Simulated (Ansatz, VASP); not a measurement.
**Two plane-wave programs on Ca4F**

```
Ca F
1.0
     0.00000    5.36029    5.36029
     5.36029    0.00000    5.36029
     5.36029    5.36029    0.00000
Ca F
4 1
Direct
  0.37218 0.37218 0.37218
  0.37218 0.37218 0.88347
  0.37218 0.88347 0.37218
  0.88347 0.37218 0.37218
  0.50000 0.50000 0.50000
```

Alike in both runs: functional PBE; k mesh 4 × 4 × 4; occupations gaussian, width 0.1 eV; no spin polarisation.

Ansatz relaxed the structure, and its values are those at the end. VASP's run is a single point on that final structure, the one shown.

|  | VASP | Ansatz |
| --- | --- | --- |
| version | VASP 6.6.1 | Ansatz 0.2.0 |
| potentials or method | VASP PAW PBE potentials, release 64 (Ca_sv, F) | scalar-relativistic, plane waves, PAW |
| plane-wave cutoff (eV) | 520 | 420 |
| valence electrons in the cell | 47 | 47 |

```csv
,VASP,Ansatz,Ansatz less VASP
gap on the k mesh at the Fermi level (eV),none,none,-
pressure (GPa),0.1,0.1,-0.01
rms of the force components (eV/Å),0.010,0.002,-0.0084
```

A gap of «none» marks a metal or a gap that the smearing closes.

Caveats: an odd number of electrons without spin polarisation forces a metal; a magnetic or distorted state may lie lower.
